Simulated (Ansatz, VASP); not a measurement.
## ZnS: VASP beside Ansatz

```xyz
2
Lattice="0.0000 2.7490 2.7490 2.7490 0.0000 2.7490 2.7490 2.7490 0.0000" Properties=species:S:1:pos:R:3 pbc="T T T"
Zn    0.0000    0.0000    0.0000
S     4.1235    4.1235    4.1235
```

Change from the starting cell: volume scaled by 1.05.

Alike in both runs: task single point; functional PBEsol; k mesh 8 × 8 × 8; occupations fermi-dirac, width 0.01 eV; no spin polarisation.

|  | VASP | Ansatz |
| --- | --- | --- |
| version | VASP 6.6.1 | Ansatz 0.2.0 |
| potentials or method | VASP PAW PBE potentials, release 64 (Zn, S), cutoff 520 eV | all-electron LAPW, scalar-relativistic |

Ansatz gave:

- gap on the k mesh at the Fermi level (eV): 1.76
- pressure (GPa): -5.2

Q: What did VASP give for the same quantities?

A: gap on the k mesh at the Fermi level (eV): 1.76; pressure (GPa): -5.0.

Ansatz ran all-electron here, so the differences hold the error of VASP's frozen core and of both bases.

Caveats: the PAW data sets were made with another functional, which shifts forces and pressure a little (VASP).
